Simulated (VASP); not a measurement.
# InP in VASP: one cell, several levels of theory, part 2 of 2

VASP 6.6.1, plane waves, PAW.

## 3. r2SCAN

INCAR reads:

```
ENCUT = 520.000000
SIGMA = 0.010000
EDIFF = 1.00e-07
ALGO = Normal
METAGGA = R2SCAN
PREC = Accurate
IBRION = -1
ISIF = 2
ISMEAR = 0
NBANDS = 16
NELM = 120
NSW = 0
LASPH = .TRUE.
LCHARG = .FALSE.
LWAVE = .FALSE.
LREAL = .FALSE.
```

KPOINTS reads:

```
KPOINTS created by Atomic Simulation Environment
0
Gamma
8 8 8
0 0 0
```

KPOINTS_OPT reads:

```
special points
6
Reciprocal
0.0000000000 0.0000000000 0.0000000000 1
-0.5000000000 -0.5000000000 0.0000000000 1
-0.3750000000 -0.3750000000 0.2500000000 1
-0.3750000000 0.0000000000 0.3750000000 1
0.0000000000 0.0000000000 0.5000000000 1
-0.5000000000 -0.2500000000 0.2500000000 1
```

POSCAR reads:

```
In P
 1.0000000000000000
     0.0000000000000000    2.9537876347999998    2.8947118821000002
     2.9537876347999998    0.0000000000000000    2.8947118821000002
     2.9537876347999998    2.9537876347999998    0.0000000000000000
 In  P
   1   1
Cartesian
  0.0000000000000000  0.0000000000000000  0.0000000000000000
  1.4768938173999999  1.4768938173999999  1.4473559410500001
```

Started as:

```
$ mpirun -np 1 vasp_std
```

Printed to the terminal (iteration lines stand in OSZICAR):

```text
POSCAR found type information on POSCAR InP
 POSCAR found :  2 types and       2 ions
 -----------------------------------------------------------------------------
|                                                                             |
|                                                                             |
|     You enforced a specific xc type in the INCAR file but a different       |
|     I HOPE YOU KNOW WHAT YOU ARE DOING!                                     |
|                                                                             |
 -----------------------------------------------------------------------------

 LDA part: xc-table for (None), standard interpolation
 POSCAR, INCAR and KPOINTS ok, starting setup
 FFT: planning ... GRIDC
 FFT: planning ... GRID_SOFT
 FFT: planning ... GRID
 WAVECAR not read
 entering main loop
 Start KPOINTS_OPT (optional k-point list driver)
k-point batch [1-6\6]
```

OSZICAR:

```text
N       E                     dE             d eps       ncg     rms          rms(c)
DAV:   1     0.889053637199E+02    0.88905E+02   -0.85365E+03  1896   0.127E+03
DAV:   2    -0.279598087862E+02   -0.11687E+03   -0.11137E+03  2048   0.306E+02
DAV:   3    -0.356804536846E+02   -0.77206E+01   -0.76812E+01  2512   0.777E+01
DAV:   4    -0.358873025784E+02   -0.20685E+00   -0.20678E+00  2448   0.134E+01
DAV:   5    -0.358972875162E+02   -0.99849E-02   -0.99847E-02  2904   0.245E+00    0.749E+00
DAV:   6    -0.322987202659E+02    0.35986E+01   -0.16421E+00  2416   0.285E+01    0.394E+00
DAV:   7    -0.322812050433E+02    0.17515E-01   -0.27284E-01  2488   0.391E+00    0.250E+00
DAV:   8    -0.322899948815E+02   -0.87898E-02   -0.16943E-02  2448   0.118E+00    0.111E+00
DAV:   9    -0.322914294618E+02   -0.14346E-02   -0.22083E-03  2320   0.385E-01    0.101E-01
DAV:  10    -0.322914535808E+02   -0.24119E-04   -0.38284E-04  2520   0.207E-01    0.132E-01
DAV:  11    -0.322914863062E+02   -0.32725E-04   -0.39191E-05  2696   0.483E-02    0.800E-02
DAV:  12    -0.322914832557E+02    0.30505E-05   -0.32090E-05  2312   0.777E-02    0.521E-02
DAV:  13    -0.322914826214E+02    0.63435E-06   -0.26253E-06  2560   0.119E-02    0.282E-02
DAV:  14    -0.322914826966E+02   -0.75240E-07   -0.11249E-07  1904   0.526E-03
   1 F= -.32291483E+02 E0= -.32291483E+02  d E =-.233674E-19
       N       E                     dE             ncg
DAV:   1     0.216618687500E+04   -0.30497E+04      200
DAV:   2     0.149463299713E+04   -0.67155E+03      232
DAV:   3     0.144511138435E+04   -0.49522E+02      248
DAV:   4     0.144376841635E+04   -0.13430E+01      256
DAV:   5     0.144369618539E+04   -0.72231E-01      280
DAV:   6     0.144369496069E+04   -0.12247E-02      264
DAV:   7     0.144369488980E+04   -0.70885E-04      312
DAV:   8     0.144369488952E+04   -0.28519E-06      256
DAV:   9     0.144369488951E+04   -0.47294E-08      200
```

Parts of OUTCAR:

```text
k-points           NKPTS =     59   k-points in BZ     NKDIM =     59   number of bands    NBANDS=     16

   NELECT =      18.0000    total number of electrons

   dimension x,y,z NGX =    32 NGY =   32 NGZ =   32
   dimension x,y,z NGXF=    64 NGYF=   64 NGZF=   64

  energy-cutoff  :      520.00
  volume of cell :       50.51
      direct lattice vectors                 reciprocal lattice vectors
     0.000000000  2.953787635  2.894711882    -0.169274187  0.169274187  0.172728762
     2.953787635  0.000000000  2.894711882     0.169274187 -0.169274187  0.172728762
     2.953787635  2.953787635  0.000000000     0.169274187  0.169274187 -0.172728762

 k-points in reciprocal lattice and weights: KPOINTS created by Atomic Simulation Env
   0.00000000  0.00000000  0.00000000       0.002
   0.12500000  0.00000000  0.00000000       0.016
   0.25000000  0.00000000  0.00000000       0.016
   0.37500000 -0.00000000  0.00000000       0.016
   0.50000000  0.00000000  0.00000000       0.008
   0.12500000  0.12500000  0.00000000       0.004
   0.25000000  0.12500000  0.00000000       0.016
   0.37500000  0.12500000  0.00000000       0.016
[... 51 more k-points ...]

 E-fermi :   5.0954

 k-point     1 :       0.0000    0.0000    0.0000
  band No.  band energies     occupation
      1      -9.6787      2.00000
      2      -9.6787      2.00000
      3      -9.6701      2.00000
      4      -9.5004      2.00000
      5      -9.4972      2.00000
      6      -7.0011      2.00000
      7       4.9406      2.00000
      8       4.9406      2.00000
      9       5.0373      2.00000
     10       6.1195      0.00000
     11       9.3934      0.00000
     12       9.4282      0.00000
     13       9.4282      0.00000
     14      14.0756      0.00000
     15      14.7304      0.00000
     16      15.0415      0.00000

 k-point     2 :       0.1250    0.0000    0.0000
  band No.  band energies     occupation
      1      -9.6978      2.00000
      2      -9.6706      2.00000
      3      -9.6647      2.00000
      4      -9.5005      2.00000
      5      -9.4967      2.00000
      6      -6.8135      2.00000
      7       3.4757      2.00000
      8       4.7441      2.00000
      9       4.8221      2.00000
     10       7.0043      0.00000
     11       9.5552      0.00000
     12       9.7085      0.00000
     13       9.7203      0.00000
     14      14.1195      0.00000
     15      14.3302      0.00000
     16      14.8942      0.00000

 k-point     3 :       0.2500    0.0000    0.0000
  band No.  band energies     occupation
      1      -9.7462      2.00000
      2      -9.6532      2.00000
      3      -9.6478      2.00000
      4      -9.4989      2.00000
      5      -9.4932      2.00000
      6      -6.2919      2.00000
      7       1.4945      2.00000
      8       4.3485      2.00000
      9       4.4524      2.00000
     10       7.1405      0.00000
     11      10.1077      0.00000
     12      10.1532      0.00000
     13      10.7330      0.00000
     14      13.9776      0.00000
     15      14.0366      0.00000
     16      14.6432      0.00000

 k-point     4 :       0.3750   -0.0000    0.0000
  band No.  band energies     occupation
      1      -9.7910      2.00000
      2      -9.6395      2.00000
      3      -9.6342      2.00000
      4      -9.4936      2.00000
      5      -9.4856      2.00000
      6      -5.5986      2.00000
      7      -0.1624      2.00000
      8       4.0234      2.00000
      9       4.1500      2.00000
     10       6.9198      0.00000
     11      10.1267      0.00000
     12      10.2568      0.00000
     13      12.1016      0.00000
     14      14.4211      0.00000
     15      15.0035      0.00000
     16      15.0478      0.00000

 k-point     5 :       0.5000    0.0000    0.0000
  band No.  band energies     occupation
      1      -9.8088      2.00000
      2      -9.6351      2.00000
      3      -9.6297      2.00000
      4      -9.4900      2.00000
      5      -9.4811      2.00000
      6      -5.2065      2.00000
      7      -0.8877      2.00000
      8       3.9027      2.00000
      9       4.0381      2.00000
     10       6.8228      0.00000
     11      10.0623      0.00000
     12      10.2133      0.00000
     13      12.5203      0.00000
     14      15.0431      0.00000
     15      16.1260      0.00000
     16      16.2749      0.00000

 k-point     6 :       0.1250    0.1250    0.0000
  band No.  band energies     occupation
      1      -9.7081      2.00000
      2      -9.6627      2.00000
      3      -9.6627      2.00000
      4      -9.5073      2.00000
      5      -9.4913      2.00000
      6      -6.7457      2.00000
      7       3.5452      2.00000
      8       4.4052      2.00000
      9       4.4052      2.00000
     10       7.5447      0.00000
     11       8.7104      0.00000
     12      10.1819      0.00000
     13      10.1819      0.00000
     14      13.3763      0.00000
     15      14.8900      0.00000
     16      15.3691      0.00000

 k-point     7 :       0.2500    0.1250    0.0000
  band No.  band energies     occupation
      1      -9.7499      2.00000
      2      -9.6462      2.00000
      3      -9.6443      2.00000
      4      -9.5125      2.00000
      5      -9.4853      2.00000
      6      -6.3305      2.00000
      7       2.0126      2.00000
      8       3.9614      2.00000
      9       4.0577      2.00000
     10       7.9350      0.00000
     11       8.8413      0.00000
     12      10.7845      0.00000
     13      10.7851      0.00000
     14      13.0517      0.00000
     15      14.8504      0.00000
     16      15.9131      0.00000

 k-point     8 :       0.3750    0.1250    0.0000
  band No.  band energies     occupation
      1      -9.7914      2.00000
      2      -9.6322      2.00000
      3      -9.6289      2.00000
      4      -9.5102      2.00000
      5      -9.4793      2.00000
      6      -5.6778      2.00000
      7       0.3353      2.00000
      8       3.5948      2.00000
      9       3.6701      2.00000
     10       7.7349      0.00000
     11       9.6370      0.00000
     12      10.8643      0.00000
     13      11.1850      0.00000
     14      14.1351      0.00000
     15      15.5705      0.00000
     16      15.6103      0.00000

[... the tables of k-points 9 to 59 left out ...]

  Total        0.3217425      0.3217425      0.5924784      0.0000000     -0.0000000      0.0000000
  in kB       10.2052852     10.2052852     18.7927020      0.0000000     -0.0000000      0.0000000
  external PRESSURE =      13.0677575 kB  Pullay stress =       0.0000000 kB

 POSITION                                       TOTAL-FORCE (eV/Angst)
 -----------------------------------------------------------------------------------
      0.00000      0.00000      0.00000        -0.000000     -0.000000      0.000000
      1.47689      1.47689      1.44736         0.000000      0.000000     -0.000000
 -----------------------------------------------------------------------------------
    total drift:                                0.000000      0.000000     -0.000006

  FREE ENERGIE OF THE ION-ELECTRON SYSTEM (eV)
  ---------------------------------------------------
  free  energy   TOTEN  =       -32.2914826966 eV

  energy  without entropy=      -32.2914826966  energy(sigma->0) =      -32.29148270
```

Run time: 95 s. Hardware: 1 MPI rank of Intel Xeon Platinum 8488C, shared host; peak memory 0.22 GiB.

The levels at the points of KPOINTS_OPT are read from vasprun.xml.

Levels at the named points, in eV from the top of band v (v: the last filled band by count, c: the next):

```csv
point,v−1,v,c,c+1
Γ,-0.10,0.00,1.08,4.36
X,-2.54,-2.54,1.87,2.36
U,-3.46,-2.15,2.48,4.57
K,-3.46,-2.03,2.63,4.75
L,-1.13,-1.00,1.79,5.03
W,-3.11,-3.05,4.47,4.67
```

Gap with r2SCAN: 1.08 eV, direct (Γ). Pressure: 1.31 GPa; the forces vanish within 0.01 eV/Å.

## 4. Summary

What follows sums up all 2 parts.

```
 level  gap (eV)  pressure (GPa)
   PBE      0.63            3.01
r2SCAN      1.08            1.31
```

The gap spans 0.63 eV (PBE) to 1.08 eV (r2SCAN). Spin-orbit coupling is left out, though the cell holds In (Z = 49); in an element this heavy it can shift bands and gaps by tenths of an eV. At this one volume the pressure spans 1.3 GPa (r2SCAN) to 3.0 GPa (PBE): PBE wants the largest cell and r2SCAN the smallest.
